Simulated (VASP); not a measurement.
A run of VASP 6.6.1 is set up as follows.

The input INCAR:

```
  ALGO = Normal
  EDIFF = 1E-7
  EDIFFG = -0.005
  ENCUT = 600
  GGA = PS
  IBRION = 2
  ISIF = 3
  ISMEAR = -1
  LASPH = T
  LCHARG = F
  LREAL = F
  LWAVE = F
  NELM = 100
  NSW = 80
  PREC = Accurate
  SIGMA = 0.02
```

The input KPOINTS:

```
k-points
0
Gamma
  6 6 6
```

The input POSCAR:

```
CdSe
1.0
    0.0000000000      3.0986163506      3.0986163506
    3.0986163506      0.0000000000      3.0986163506
    3.0986163506      3.0986163506      0.0000000000
Cd Se
1 1
Direct
    0.0000000000      0.0000000000      0.0000000000
    0.7500000000      0.7500000000      0.7500000000
```

Potentials or basis: VASP PAW PBE potentials, release 64 (Cd, Se).

Command:

```console
$ cat potpaw_PBE.64/Cd/POTCAR potpaw_PBE.64/Se/POTCAR > POTCAR
$ mpirun -np 1 vasp_std > vasp.out
```

Task: What does it give for the space group after relaxing (to 0.05 Å)?

Result: F-43m (No. 216).

Task: Estimate the relaxed cell.

Result: a = 4.309 Å, b = 4.309 Å, c = 4.309 Å, α = 60.00°, β = 60.00°, γ = 60.00°.

Step by step:
| step | energy change (eV) | largest force (eV/Å) | pressure (GPa) | volume (Å³) |
| --- | --- | --- | --- | --- |
| 1 | 0.0000 | 0.0000 | -2.35 | 59.50 |
| 2 | -0.0210 | 0.0000 | 0.70 | 55.83 |
| 3 | -0.0226 | 0.0000 | 0.00 | 56.56 |

Caveat: the PAW data sets were made with another functional, which shifts forces and pressure a little.
